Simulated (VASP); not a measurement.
# Se (P3_121) in VASP: notebook, part 2 of 2

VASP 6.6.1.

## 3. Relaxation of cell and atoms, r2SCAN

This run uses another cell than the first one, of 29.21 Å³/atom, 1.071 times its volume.

Contents of INCAR:

```
PREC     = Accurate       # precision mode
ENCUT    = 600            # plane-wave cutoff, eV
EDIFF    = 1E-7           # SCF threshold, eV
ISMEAR   = 0              # smearing method
SIGMA    = 0.03           # smearing width, eV
LREAL    = False          # projectors in reciprocal space
LASPH    = True           # aspherical terms in the spheres
NELM     = 80             # most SCF steps
ALGO     = Normal         # electronic algorithm
ISIF     = 3              # what is computed and relaxed
LWAVE    = False          # write WAVECAR
LCHARG   = False          # write CHGCAR
METAGGA  = R2SCAN         # meta-GGA
LMIXTAU  = True         
IBRION   = 2              # ionic algorithm
NSW      = 90             # ionic steps
EDIFFG   = -0.005         # ionic threshold
KPAR     = 2
```

Contents of KPOINTS:

```
regular mesh
0
Gamma
  9 9 6
```

Contents of POSCAR:

```
Se                                      
1.0
    4.5010656156     -0.0000000000      0.0000000000
   -2.2505328078      3.8980371672     -0.0000000000
   -0.0000000000      0.0000000000      4.9944494721
  Se            
     3
Direct
     0.2171437406037466    0.0000000000000000    0.3333333332999970
     0.0000000000000000    0.2171437406037465    0.6666666667000030
     0.7828562593962535    0.7828562593962536    0.0000000000000000
```

Potentials or basis: VASP PAW PBE potentials, release 64 (Se).

Command:

```bash
$ cat potpaw_PBE.64/Se/POTCAR > POTCAR
$ mpirun -np 2 vasp_std > vasp.out
```

OUTCAR:

```text
PREC = Accurate
   ENCUT = 600
   EDIFF = 1E-7
   ISMEAR = 0
   LREAL = False
   LASPH = True
   NELM = 80
   ISIF = 3
   METAGGA = R2SCAN
   IBRION = 2
   NSW = 90
   EDIFFG = -0.005

 ion  position               nearest neighbor table
   1  0.217  0.000  0.333-   3 2.37   2 2.37
   2  0.000  0.217  0.667-   3 2.37   1 2.37
   3  0.783  0.783  0.000-   2 2.37   1 2.37

  LATTYP: Found a hexagonal cell.
 ALAT       =     4.5010656156
 C/A-ratio  =     1.1096148998

  Lattice vectors:

 A1 = (   4.5010656156,   0.0000000000,   0.0000000000)
 A2 = (  -2.2505328078,   3.8980371672,   0.0000000000)
 A3 = (   0.0000000000,   0.0000000000,   4.9944494721)

Analysis of symmetry for initial positions (statically):
=====================================================================
 Subroutine PRICEL returns:
 Original cell was already a primitive cell.

 Routine SETGRP: Setting up the symmetry group for a
 hexagonal supercell.

 Subroutine GETGRP returns: Found  6 space group operations
 (whereof  2 operations were pure point group operations)
 out of a pool of 24 trial point group operations.

The static configuration has the point symmetry C_2 .
 The point group associated with its full space group is D_3 .

Analysis of symmetry for dynamics (positions and initial velocities):
=====================================================================
 Subroutine PRICEL returns:
 Original cell was already a primitive cell.

 Routine SETGRP: Setting up the symmetry group for a
 hexagonal supercell.

 Subroutine GETGRP returns: Found  6 space group operations
 (whereof  2 operations were pure point group operations)
 out of a pool of 24 trial point group operations.

The dynamic configuration has the point symmetry C_2 .
 The point group associated with its full space group is D_3 .

 Subroutine INISYM returns: Found  6 space group operations
 (whereof  2 operations are pure point group operations),
 and found     1 'primitive' translations

----------------------------------------------------------------------------------------

                                     Primitive cell

  volume of cell :      87.6292

  direct lattice vectors                    reciprocal lattice vectors
     4.501065616  0.000000000  0.000000000     0.222169612  0.128269685  0.000000000
    -2.250532808  3.898037167  0.000000000     0.000000000  0.256539370  0.000000000
     0.000000000  0.000000000  4.994449472     0.000000000  0.000000000  0.200222268

  length of vectors
     4.501065616  4.501065616  4.994449472     0.256539370  0.256539370  0.200222268

  position of ions in fractional coordinates (direct lattice)
     0.217143741  0.000000000  0.333333333
     0.000000000  0.217143741  0.666666667
     0.782856259  0.782856259  0.000000000

  ion indices of the primitive-cell ions
   primitive index   ion index
                 1           1
                 2           2
                 3           3

----------------------------------------------------------------------------------------

 KPOINTS: regular mesh
[... 54 lines left out ...]
   dimension x,y,z NGXF=    72 NGYF=   72 NGZF=   80
   ions per type =               3
   NGX,Y,Z   is equivalent  to a cutoff of  13.30, 13.30, 13.31 a.u.
   NGXF,Y,Z  is equivalent  to a cutoff of  26.59, 26.59, 26.63 a.u.
 SYSTEM =  unknown system
   PREC   = accura    normal or accurate (medium, high low for compatibility)
   ISTART =      0    job   : 0-new  1-cont  2-samecut
   ICHARG =      2    charge: 1-file 2-atom 10-const
   ISPIN  =      1    spin polarized calculation?
   LNONCOLLINEAR =      F non collinear calculations
   LSORBIT =      F    spin-orbit coupling
   LASPH  =      T    aspherical Exc in radial PAW
   ENCUT  =  600.0 eV  44.10 Ry    6.64 a.u.   8.99  8.99  9.98*2*pi/ulx,y,z
   NELM   =     80;   NELMIN=  2; NELMDL= -5     # of ELM steps
   EDIFF  = 0.1E-06   stopping-criterion for ELM
   LREAL  =      F    real-space projection
   EDIFFG = -.5E-02   stopping-criterion for IOM
   NSW    =     90    number of steps for IOM
   IBRION =      2    ionic relax: 0-MD 1-quasi-New 2-CG
   NFREE  =      1    steps in history (QN), initial steepest desc. (CG)
   ISIF   =      3    stress and relaxation
   ISYM   =      2    0-nonsym 1-usesym 2-fastsym
   POTIM  = 0.5000    time-step for ionic-motion
   TEBEG  =    0.0;   TEEND  =   0.0 temperature during run
   PSTRESS=    0.0 pullay stress
   NELECT =      18.0000    total number of electrons
   NUPDOWN=      -1.0000    fix difference up-down
   EMIN   =  10.00;   EMAX   =-10.00  energy-range for DOS
   EFERMI =   0.00;   METHOD = LEGACY
   ISMEAR =     0;   SIGMA  =   0.03  broadening in eV -4-tet -1-fermi 0-gaus
   EFERMI_NEDOS =   21; number of points for ismear=-14 and -15
   IALGO  =     38    algorithm
   IMIX   =      4    mixing-type and parameters
     AMIX     =   0.40;   BMIX     =  1.00
     AMIX_MAG =   1.60;   BMIX_MAG =  1.00
  volume/ion in A,a.u.               =      29.21       197.12
  Fermi-wavevector in a.u.,A,eV,Ry     =   0.965938  1.825359 12.694734  0.933037
  Thomas-Fermi vector in A             =   2.095697
   LORBIT       =      0    0 simple, 1 ext, 2 COOP (PROOUT), +10 PAW based schemes
   METAGGA = R2SCAN    functional components
   LHFCALC =     F    Hartree Fock is set to
   AEXX    =    0.0000 exact exchange contribution
   IVDW    =     0    specifies the selected vdW correction
   LEPSILON=     F    determine dielectric tensor
   LRPA    =     F    only Hartree local field effects (RPA)
 conjugate gradient relaxation of ions
 non-spin polarized calculation
 Gauss-broadening in eV      SIGMA  =   0.03
  energy-cutoff  :      600.00
  volume of cell :       87.63
 maximum number of plane-waves:      2964
   NGX = 17   NGY = 17   NGZ = 19

--------------------------------------- Ionic step        1  -------------------------------------------

 number of electron      18.0000000 magnetization

 Free energy of the ion-electron system (eV)
  ---------------------------------------------------
  ext. energy  EPLUGINS =         0.00000000
  ---------------------------------------------------
  free energy    TOTEN  =       -42.92985310 eV

  energy without entropy =      -42.92985310  energy(sigma->0) =      -42.92985310

------------------------ aborting loop because EDIFF is reached ----------------------------------------

  FORCE on cell =-STRESS in cart. coord.  units (eV):
  Direction    XX          YY          ZZ          XY          YZ          ZX
  --------------------------------------------------------------------------------------
  -------------------------------------------------------------------------------------
  Total        0.0080191      0.0080191     -0.0231832     -0.0000000      0.0000000     -0.0000000
  in kB        0.1466184      0.1466184     -0.4238727     -0.0000000      0.0000000     -0.0000000
  external PRESSURE =      -0.0435453 kB  Pullay stress =       0.0000000 kB
[... 135 lines left out ...]
--------------------------------------- Ionic step        5  -------------------------------------------

 number of electron      18.0000000 magnetization

 Free energy of the ion-electron system (eV)
  ---------------------------------------------------
  ext. energy  EPLUGINS =         0.00000000
  ---------------------------------------------------
  free energy    TOTEN  =       -42.92988187 eV

  energy without entropy =      -42.92988187  energy(sigma->0) =      -42.92988187

 E-fermi :   1.8908     XC(G=0):  -8.9288

 val. band max:        1.7474829145   @ k =   0.4444   0.1111   0.5000
 cond. band min:       3.0796618339   @ k =   0.3333   0.3333   0.5000
 fundamental gap:      1.3321789194
 Fermi energy:         1.8908163737

 k-point     1 :       0.0000    0.0000    0.0000
  band No.  band energies     occupation
      1     -14.4797      2.00000
      2     -10.2735      2.00000
      3     -10.2735      2.00000
      4      -2.2219      2.00000
      5      -2.2219      2.00000
      6      -1.9026      2.00000
      7      -0.3076      2.00000
      8      -0.3076      2.00000
      9       1.3626      2.00000
     10       4.0110      0.00000
     11       4.0110      0.00000
     12       4.3357      0.00000
     13       8.2339      0.00000
[... 354 lines left out ...]
  band No.  band energies     occupation
      1     -14.1237      2.00000
      2     -11.3746      2.00000
      3      -9.4768      2.00000
      4      -3.1636      2.00000
      5      -2.9582      2.00000
      6      -1.6235      2.00000
      7      -0.4287      2.00000
      8       0.1930      2.00000
      9       1.0838      2.00000
     10       3.8548      0.00000
     11       4.3800      0.00000
     12       4.8477      0.00000
     13       8.2488      0.00000

 [... further k-points ...]
[... 5 lines left out ...]
  --------------------------------------------------------------------------------------
  -------------------------------------------------------------------------------------
  Total       -0.0005444     -0.0005444      0.0049247      0.0000000     -0.0000000     -0.0000000
  in kB       -0.0099611     -0.0099611      0.0901095      0.0000000     -0.0000000     -0.0000000
  external PRESSURE =       0.0233958 kB  Pullay stress =       0.0000000 kB
[... 18 lines left out ...]
  FREE ENERGIE OF THE ION-ELECTRON SYSTEM (eV)
  ---------------------------------------------------
  free  energy   TOTEN  =       -42.9298818710 eV

  energy  without entropy=      -42.9298818710  energy(sigma->0) =      -42.92988187

 reached required accuracy - stopping structural energy minimisation
```

Wall time 3.5 min (2 MPI ranks of Intel Xeon 6975P-C (Granite Rapids), shared host); peak memory 0.26 GiB.

Results:

```yaml
Free_energy: -42.9299 eV
Relaxed_volume: 29.19 Å³/atom
Relaxed_cell: a = 4.502 Å, b = 4.502 Å, c = 4.989 Å, α = 90.00°, β = 90.00°, γ = 120.00°
Space_group_after_relaxing_to_0.05_Å: P3_121 (No. 152)
Energy_gained_by_relaxing: 0.0 meV/atom
Ionic_steps: 5
Pressure_after_relaxing: 0.0 GPa
Band_gap_on_the_k_mesh: 1.33 eV, indirect (least direct gap 1.58 eV)
```

Final structure:
```cif
data_structure
_symmetry_space_group_name_H-M 'P 1'
_symmetry_Int_Tables_number 1
_cell_length_a 4.5019
_cell_length_b 4.5019
_cell_length_c 4.9890
_cell_angle_alpha 90.000
_cell_angle_beta 90.000
_cell_angle_gamma 120.000
_cell_volume 87.56
loop_
_atom_site_label
_atom_site_type_symbol
_atom_site_fract_x
_atom_site_fract_y
_atom_site_fract_z
_atom_site_occupancy
Se1 Se 0.21737 0.00000 0.33333 1
Se2 Se 0.00000 0.21737 0.66667 1
Se3 Se 0.78263 0.78263 0.00000 1
```

Caveat: the PAW data sets were made with another functional, which shifts forces and pressure a little; an odd mesh through Γ misses points on the zone boundary, where band edges often lie.
